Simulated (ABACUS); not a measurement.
Runs of ABACUS 3.10.1 on Al. It takes space group Im-3m (No. 229, cubic). Conventional cell: a = 3.182 Å, b = 3.182 Å, c = 3.182 Å, α = 90.00°, β = 90.00°, γ = 90.00°. Al (site symmetry m-3m) has 8 Al at 2.76 Å as nearest neighbours. This isn't the form of Al at room conditions, which is fcc.

| cell | mesh quality | gap on the mesh (eV) | pressure (GPa) |
| --- | --- | --- | --- |
| cell strained by +0.03 along c | not flagged | none | 1.7 |
| as given | not flagged | none | (b) |
| cell strained by +0.06 along c | not flagged | none | (a) |
| cell strained by -0.06 along c | coarse | none | 10.8 |
| cell strained by -0.03 along c | not flagged | none | 7.0 |

Alike in all rows: task single point; level PBE; potentials or basis PseudoDojo NC SR 0.4.1 PBE standard, DZP LCAO (the cutoffs set its grid); no spin polarisation; k mesh 8 × 8 × 8; cutoff (eV) 1361; smearing fermi-dirac 0.05 eV.

**Question.** Fill in the values left out.

**Answer.** (a) -0.3; (b) 4.2.

Caveats: some runs use coarse meshes; the atomic orbitals were generated for these runs and aren't a published set; the basis of atomic orbitals isn't converged, which shifts pressures, moduli and gaps.

A gap of «none» marks a metal or a gap under the smearing width.
